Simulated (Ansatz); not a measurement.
CdS in the zincblende structure: an Ansatz output whose functional has been blanked. The cell was relaxed with r2SCAN and then strained (uniaxial +2.0 % along z, other directions held), with the atoms relaxed again with r2SCAN; k points keep the names of the unstrained zone.

```xyz
2
Lattice="0.0000 2.9392 2.9980 2.9392 0.0000 2.9980 2.9392 2.9392 0.0000" Properties=species:S:1:pos:R:3 pbc="T T T"
Cd    0.0000    0.0000    0.0000
S     1.4696    1.4696    1.4990
```

```
scf.n_extra_bands = 8 over 26 filled bands (N_el = 26.0): the run solves 34 bands
Crystal: 2 atoms, lattice volume = 51.799 Å³
Basis set: ecut = 500 eV, 1331 PW (Γ)
Symmetry: 8 space group operations + 8 with time reversal
Magnetic group: BNS 119.316 (UNI 976)
k-points: 59 of 512 (time reversal used)
SCF converged after 7 iterations
Free energy (F): -9167.233922 eV
Fermi energy:    6.816940 eV
--- Stress (GPa, compression-positive) ---
       -1.087026       0.000000       0.000000
        0.000000      -1.087026       0.000000
        0.000000       0.000000      -1.498853
  P = ⅓ Tr σ = -1.2243 GPa (-12.243 kbar)
--- Band table (eV; the first three rows and the last of 59) ---
  k-point 0: bands = […, -1.2113, -1.2113, 5.9996, 5.9996, 6.0625, 6.0625, 6.0828, 6.0828, 7.5443, 7.5443, 12.8439, 12.8439, 13.2441, 13.2441, …]
  k-point 1: bands = […, -1.2125, -1.1808, 5.1005, 5.1017, 5.9046, 5.9097, 5.9555, 5.9718, 8.3335, 8.3339, 12.7248, 12.7584, 13.2141, 13.2451, …]
  k-point 2: bands = […, -1.1780, -1.1379, 3.6698, 3.6699, 5.6387, 5.6465, 5.7032, 5.7250, 9.1771, 9.1774, 12.6807, 12.7111, 13.4660, 13.4974, …]
  k-point 58: bands = […, -0.7997, -0.7997, 2.1978, 2.1978, 4.3240, 4.3240, 4.3361, 4.3361, 10.0126, 10.0126, 10.8701, 10.8701, 15.4673, 15.4673, …]
```

Levels at the listed points, from bands.tsv (eV from the Fermi energy, bands near the gap, counted from 0):
```tsv
# k_distance	band_16	band_17	band_18	band_19	band_20	band_21	band_22	band_23	band_24	band_25	band_26	band_27	band_28	band_29	band_30	band_31	band_32	band_33
# fermi_ev = 6.816940
# [0, 0, 0] at k_distance = 0.000000
# [-0.5, -0.5, 0] at k_distance = 1.047896
# [-0.375, -0.375, 0.25] at k_distance = 1.425794
# [-0.375, 0, 0.375] at k_distance = 2.078209
# [0, 0, 0.5] at k_distance = 2.730625
# [-0.5, -0.25, 0.25] at k_distance = 3.479046
# levels_relative_to = fermi_ev
0.000	-8.032	-8.032	-8.028	-8.028	-0.817	-0.817	-0.754	-0.754	-0.734	-0.734	0.727	0.727	6.027	6.027	6.427	6.427	6.429	6.429
1.048	-7.950	-7.950	-7.617	-7.617	-4.619	-4.619	-2.493	-2.493	-2.481	-2.481	3.196	3.196	4.053	4.053	8.650	8.650	10.417	10.417
1.426	-7.977	-7.913	-7.600	-7.460	-4.558	-4.525	-3.193	-3.149	-2.163	-2.148	3.912	3.920	5.048	5.066	7.951	8.003	8.725	8.752
2.078	-7.984	-7.910	-7.584	-7.443	-4.495	-4.462	-3.185	-3.143	-2.238	-2.223	3.793	3.802	4.965	4.977	8.066	8.111	8.656	8.704
2.731	-7.924	-7.924	-7.646	-7.646	-4.955	-4.955	-1.517	-1.517	-1.428	-1.428	2.637	2.637	6.577	6.577	6.800	6.800	6.990	6.990
3.479	-7.965	-7.933	-7.554	-7.414	-4.490	-4.462	-2.928	-2.863	-2.852	-2.838	4.971	4.992	5.009	5.037	6.906	7.104	7.654	7.701
```
In order the rows are Γ, X, U, K, L, W.

**Question.** Which level of theory was used?
A. r2SCAN+SOC
B. PBE+SOC
C. PBE
D. HSE06+SOC

**Answer.** A. r2SCAN+SOC. The cutoff of 500 eV is the one that these potentials recommend for a meta-GGA. There is no exchange loop, so no exact exchange. Each band holds one electron and the count is doubled, so the run is non-collinear with spin-orbit coupling. The r2SCAN+SOC gap is direct at Γ: 1.46 eV. The log narrows the family; the member has to be judged from the numbers.

It took 5.8 s on 1 × NVIDIA H100 80GB HBM3 with 2 threads of AMD EPYC 7R13 Processor (Zen 3) (shared host), load about 1.4 per core; peak host memory 1.3 GiB.

No magnetic order and no zero-point or thermal motion.
